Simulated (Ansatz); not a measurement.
**Ti: Wannier functions with BPBE**

The system is Ti.

```xyz
1
Lattice="0.0000 2.0300 2.0300 2.0300 0.0000 2.0300 2.0300 2.0300 0.0000" Properties=species:S:1:pos:R:3 pbc="T T T"
Ti    0.0000    0.0000    0.0000
```

This isn't the form of Ti at room conditions, which is hcp.

```
Program             : Ansatz 0.2.0
Task                : Wannier functions
Functional          : BPBE
Potentials or basis : Ansatz PAW earlier set
Cutoff              : 740 eV (not typed: the program's choice for these potentials)
k mesh              : 11 × 11 × 11
Occupations         : fermi-dirac, width 0.15 eV
Spin                : no spin polarisation
```

- Band gap on the k mesh: none (metal or under the smearing width)
- Total Wannier spread: 7.28 Å² over 6 functions

Levels at points of the mesh, in eV from the Fermi level:
| k point | band 3 | band 4 | band 5 | band 6 | band 7 | band 8 | band 9 | band 10 |
| --- | --- | --- | --- | --- | --- | --- | --- | --- |
| (0.00, 0.00, 0.00) | -32.42 | -32.42 | -6.13 | 0.90 | 0.90 | 0.90 | 2.62 | 2.62 |

Wannier centres (Å) and spreads (Å²):
```csv
function,x,y,z,spread
1,0.000,0.000,0.088,1.015
2,0.065,-0.065,0.075,1.049
3,-0.065,0.065,0.075,1.049
4,-0.080,0.080,-0.124,1.093
5,0.080,-0.080,-0.124,1.093
6,-1.015,-1.015,-1.005,1.984
```

Wall time 4.4 s on 1 thread of Arm Neoverse V2, on a shared host, peak memory 0.29 GiB.
